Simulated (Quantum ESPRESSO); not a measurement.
Hf:

```
Hf
1.0
     3.15350    0.00000    0.00000
    -1.57675    2.73101    0.00000
     0.00000    0.00000    4.98944
Hf
2
Direct
  0.66667 0.33333 0.75000
  0.33333 0.66667 0.25000
```

The cell isn't the ideal one: volume scaled by 0.96.

| Item | Value |
| --- | --- |
| Program | Quantum ESPRESSO 7.5 |
| Task | relaxation of cell and atoms |
| Functional | PW91 |
| Potentials or basis | PseudoDojo 0.4 FR PBE standard |
| Cutoff | 789 eV |
| Density cutoff | 3157 eV |
| k mesh | 6 × 6 × 3 |
| Occupations | gaussian, width 0.1 eV |
| Spin | spin-orbit coupling, no magnetisation |

At the start: pressure 5.7 GPa; volume 21.49 Å³/atom.

**Question.** Where does the relaxation end?

**Answer.** Over 4 steps the energy falls by 18.5 meV/atom and the volume is 22.55 Å³/atom (+5.0 %); space group P6_3/mmc (No. 194, to 0.05 Å).

The path:
| step | energy change (eV) | largest force (eV/Å) | pressure (GPa) | volume (Å³) |
| --- | --- | --- | --- | --- |
| 1 | 0.0000 | 0.0000 | 5.70 | 42.97 |
| 2 | -0.0209 | 0.0000 | 3.67 | 43.68 |
| 3 | -0.0370 | 0.0000 | 0.08 | 45.06 |
| 4 | -0.0371 | 0.0000 | -0.01 | 45.10 |

Final structure:
```
CELL_PARAMETERS angstrom
3.20142 0.00000 0.00000
-1.60071 2.77251 0.00000
0.00000 0.00000 5.08089
ATOMIC_POSITIONS crystal
Hf 0.66667 0.33333 0.75000
Hf 0.33333 0.66667 0.25000
```

Caveat: the k mesh is coarse (spacing up to 0.42 Å⁻¹), so the values aren't converged; the potentials were made for another functional, which shifts forces and pressure.
